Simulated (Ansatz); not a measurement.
**Mg2Si: how the settings move a relaxation**

How sensitive is a relaxation of Mg2Si to its settings? A reference run comes first, then two runs with altered input.

The COD entry's cell or inner coordinates are ideal or old and differ from later refinements, so a difference from it is no clean test against experiment.

Computed with Ansatz 0.2.0 (reference: DFT, r2SCAN, PAW with Ansatz's default frozen-core files, scalar-relativistic; relaxation of cell and atoms, unless a step's input says otherwise).

### 1 The structure to begin with

Symmetry: Fm-3m, No. 225, cubic system. Conventional cell: a = 6.338 Å, b = 6.338 Å, c = 6.338 Å, α = 90.00°, β = 90.00°, γ = 90.00°. Mg (site symmetry -43m) has 4 Si at 2.74 Å as nearest neighbours. Si (site symmetry m-3m) has 8 Mg at 2.74 Å as nearest neighbours.

Coordinates:

```xyz
3
Lattice="0.0000 3.1692 3.1692 3.1692 0.0000 3.1692 3.1692 3.1692 0.0000" Properties=species:S:1:pos:R:3 pbc="T T T"
Mg    1.5846    1.5846    1.5846
Mg    4.7539    4.7539    4.7539
Si    0.0000    0.0000    0.0000
```

### 2 Baseline

input.yaml

```yaml
crystal:
  lattice:
    - [0.0, 3.1692463964, 3.1692463964]
    - [3.1692463964, 0.0, 3.1692463964]
    - [3.1692463964, 3.1692463964, 0.0]
  atoms:
    - { symbol: Mg, position: [0.25, 0.25, 0.25] }
    - { symbol: Mg, position: [0.75, 0.75, 0.75] }
    - { symbol: Si, position: [0.0, 0.0, 0.0] }
kpoints:
  mp_grid: { grid: [6, 6, 6] }
scf:
  occupations: { method: fixed }
hamiltonian:
  xc: r2scan
  pseudopotentials: { kind: paw }
relax:
  f_tol: 0.002
  max_steps: 80
  cell: { p_target: 10 }
output:
  forces: true
  stress: true
```

Command:

```
$ ansatz run input.yaml --threads 2 --pin off --max-ram 5120MiB --backend cpu --events-out ev --progress --plain --runs-dir out
```

### 3 Variant: mp_grid.grid [4, 4, 4], mp_grid.shift [0.5, 0.5, 0.5]

Edit input.yaml of step 2 so:

```diff
@@ -10,3 +10,3 @@
 kpoints:
-  mp_grid: { grid: [6, 6, 6] }
+  mp_grid: { grid: [4, 4, 4], shift: [0.5, 0.5, 0.5] }
 scf:
@@ -23 +23,5 @@
   stress: true
+  write_density: true
+  write_potential: true
+  elf: true
+  volumetric_format: npy
```

### 4 Variant: mp_grid.grid [5, 5, 5]

Edit input.yaml of step 2 so:

```diff
@@ -10,3 +10,3 @@
 kpoints:
-  mp_grid: { grid: [6, 6, 6] }
+  mp_grid: { grid: [5, 5, 5] }
 scf:
@@ -23 +23,5 @@
   stress: true
+  write_density: true
+  write_potential: true
+  elf: true
+  volumetric_format: npy
```

**Question.** What will these runs give? Wanted: for each run, ending; energy change; pressure; gap; force.

**Answer**, as computed:

```
                                                     run     ending  energy change  pressure (GPa)  gap (eV)  force (eV/Å)  cycles   time
                                               reference  converged              0            10.0      0.27          0.00      26  7.2 s
1: mp_grid.grid [4, 4, 4], mp_grid.shift [0.5, 0.5, 0.5]  converged  -5.2 meV/atom            10.0      0.89          0.00      25  6.9 s
                               2: mp_grid.grid [5, 5, 5]  converged  +9.7 meV/atom            10.0      0.55          0.00      26  6.3 s
```

Times don't compare one to one where runs were asked for different outputs or read a saved state (see the inputs); cycles may leave out searches for a lower state.

**Reading.** Of the converged runs whose energies compare with the reference's, «mp_grid.grid [5, 5, 5]» moves the energy most (+9.7 meV/atom) and «mp_grid.grid [4, 4, 4], mp_grid.shift [0.5, 0.5, 0.5]» least (-5.2 meV/atom).

The gaps are Kohn-Sham values of a semilocal functional, not quasiparticle or optical gaps. Such gaps usually fall short of the measured ones.
